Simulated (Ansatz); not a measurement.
## Relaxation of Na

All numbers below come from DFT PBE, scalar-relativistic, plane waves, PAW in Ansatz. Run with 420 eV cutoff, 12×12×8 k-mesh, Gaussian smearing of 0.10 eV, no spin polarisation.

What was changed: uniaxial strain along a, with b, c and atoms relaxed: -6.0 %.

Input:

```yaml
crystal:
  lattice:
    - [3.5257649367, 0.0, 0.0]
    - [0.0, 3.8070759689, 0.0]
    - [0.0, 0.0, 5.3366534881]
  atoms:
    - { symbol: Na, position: [0.0, 0.0, 0.0] }
    - { symbol: Na, position: [0.5, 0.5, 0.5] }
basis:
  ecutwfc: 420
kpoints:
  mp_grid: { grid: [12, 12, 8] }
hamiltonian:
  xc: pbe
scf:
  occupations: { method: gaussian, width: 0.1 }
output:
  forces: true
  stress: true
  eigenvalues: true
relax:
  adjacent_minimum: "off"
  f_tol: 0.008
  max_steps: 40
  cell: { stress_tol: 0.05, fix: [a, angles] }
```

F is the free energy. Steps run on the plane waves of an earlier cell, but the last one, and at times one on the way, on a freshly chosen basis, so a repeated geometry can differ a little in energy. The held parts of the cell keep their stress, so P needn't end at zero.

Steps:

```
step F − F(1) (eV) largest force component (eV/Å) V (Å³/atom) P (GPa)
   1         0.0000                           0.000       35.817     0.30
   2        -0.0006                           0.000       35.837     0.29
   3        -0.0045                           0.000       36.117     0.21
   4        -0.0047                           0.000       36.115     0.21
   5        -0.0047                           0.000       36.143     0.21
   6        -0.0047                           0.000       36.143     0.21
```

Relaxed structure:

```yaml
crystal:
  lattice:
    - [3.52576, 0.00000, 0.00000]
    - [0.00000, 3.67840, 0.00000]
    - [0.00000, 0.00000, 5.57365]
  atoms:
    - { symbol: Na, position: [0.00000, 0.00000, 0.00000] }
    - { symbol: Na, position: [0.50000, 0.50000, 0.50000] }
```

The structure is orthorhombic, space group Immm (No. 71). The conventional cell has a = 3.526 Å, b = 3.678 Å, c = 5.574 Å, α = 90.00°, β = 90.00°, γ = 90.00°. Na (site symmetry mmm) is surrounded by 12 Na at 3.53 to 3.78 Å.

The run converged. The run took about 40 core-seconds.